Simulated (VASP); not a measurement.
Here is a VASP 6.6.1 calculation.

POSCAR

```
SiO2                                    
1.0
    4.1921693783      0.0000000000      0.0000000000
   -0.0000000000      4.1921693783      0.0000000000
    0.0000000000      0.0000000000      2.6825976075
  Si              O             
     2     4
Direct
     0.5000000000000000    0.5000000000000000    0.5000000000000000
     0.0000000000000000    0.0000000000000000    0.0000000000000000
     0.6941722894841821    0.6941722894841821    0.0000000000000000
     0.8058277105158179    0.1941722894841822    0.5000000000000000
     0.3058277105158179    0.3058277105158179    0.0000000000000000
     0.1941722894841822    0.8058277105158179    0.5000000000000000
```

The input INCAR.step1:

```
  ALGO = Normal
  EDIFF = 1E-5
  ENCUT = 520
  GGA = PE
  ISIF = 2
  ISMEAR = 0
  KPAR = 8
  LASPH = T
  LCHARG = F
  LREAL = F
  LWAVE = T
  NBANDS = 25
  NELM = 60
  PREC = Accurate
  SIGMA = 0.02
```

INCAR.step2

```
  ALGO = Normal
  EDIFF = 1E-6
  ENCUT = 520
  GGA = PE
  HFSCREEN = 0.2
  ISIF = 2
  ISMEAR = 0
  ISTART = 1
  KPAR = 8
  LASPH = T
  LCHARG = F
  LHFCALC = T
  LREAL = F
  LWAVE = F
  NBANDS = 25
  NELM = 60
  PREC = Accurate
  PRECFOCK = Normal
  SIGMA = 0.02
```

KPOINTS

```
k-points
0
Gamma
  5 5 8
```

The input KPOINTS_OPT:

```
path GXMGZRAZ,XR,MA
10
line-mode
reciprocal
 0.0000000000  0.0000000000  0.0000000000  G
 0.0000000000  0.5000000000  0.0000000000  X

 0.0000000000  0.5000000000  0.0000000000  X
 0.5000000000  0.5000000000  0.0000000000  M

 0.5000000000  0.5000000000  0.0000000000  M
 0.0000000000  0.0000000000  0.0000000000  G

 0.0000000000  0.0000000000  0.0000000000  G
 0.0000000000  0.0000000000  0.5000000000  Z

 0.0000000000  0.0000000000  0.5000000000  Z
 0.0000000000  0.5000000000  0.5000000000  R

 0.0000000000  0.5000000000  0.5000000000  R
 0.5000000000  0.5000000000  0.5000000000  A

 0.5000000000  0.5000000000  0.5000000000  A
 0.0000000000  0.0000000000  0.5000000000  Z

 0.0000000000  0.5000000000  0.0000000000  X
 0.0000000000  0.5000000000  0.5000000000  R

 0.5000000000  0.5000000000  0.0000000000  M
 0.5000000000  0.5000000000  0.5000000000  A
```

Potentials or basis: VASP PAW PBE potentials, release 64 (Si, O).

Command:

```bash
$ cat potpaw_PBE.64/Si/POTCAR potpaw_PBE.64/O/POTCAR > POTCAR
$ cp INCAR.step1 INCAR
$ mpirun -np 8 vasp_std > vasp.out
$ cp INCAR.step2 INCAR
$ mpirun -np 8 vasp_std > vasp.out
```

Task: Estimate the largest force.

Result: 0.133 eV/Å.

Task: Predict the band gap along the path.

Result: 7.48 eV, direct.

Task: What does it give for the band gap on the k mesh?

Result: 7.48 eV, direct.

Task: Estimate the pressure.

Result: -5.1 GPa.

Stress tensor (GPa, compression positive):
```
-4.26  0.00  0.00
 0.00 -4.26  0.00
 0.00  0.00 -6.74
```

Caveat: the PAW data sets were made with another functional, which shifts forces and pressure a little.
